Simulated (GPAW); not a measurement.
The system is ZnSiP2.

```
CELL_PARAMETERS angstrom
-2.68670 2.68670 5.23003
2.68670 -2.68670 5.23003
2.68670 2.68670 -5.23003
ATOMIC_POSITIONS crystal
Zn 0.75000 0.25000 0.50000
Zn 0.00000 0.00000 0.00000
P 0.14230 0.62500 0.01730
P 0.60770 0.12500 0.98270
P 0.87500 0.85770 0.48270
P 0.37500 0.39230 0.51730
Si 0.25000 0.75000 0.50000
Si 0.50000 0.50000 0.00000
```

The cell is a database's computed one.

Base run:

| Property | Result |
| --- | --- |
| Program | GPAW 26.7.0 |
| Functional | PBE |
| Potentials or basis | GPAW PAW data sets (gpaw-data 1.2.1) |
| Cutoff | 600 eV |
| Basis | pw |
| k mesh | 5 × 5 × 5 |
| Occupations | fermi-dirac, width 0.05 eV |
| Spin | no spin polarisation |

Its results: band gap on the k mesh 1.31 eV, direct; pressure 2.5 GPa; largest force 0.075 eV/Å.

Question: After a change of settings the same cell gave: band gap on the k mesh 1.19 eV, direct; pressure -0.4 GPa; largest force 0.182 eV/Å. Which change was it?
A. functional from PBE to PBEsol; potentials or basis from GPAW PAW data sets (gpaw-data 1.2.1) to PAW data sets generated in the run's folder for this functional
B. k mesh from 5 × 5 × 5 to 7 × 7 × 7
C. functional from PBE to LDA; potentials or basis from GPAW PAW data sets (gpaw-data 1.2.1) to the program's PAW data sets (release 1.2.1) made for this functional

Answer: A.
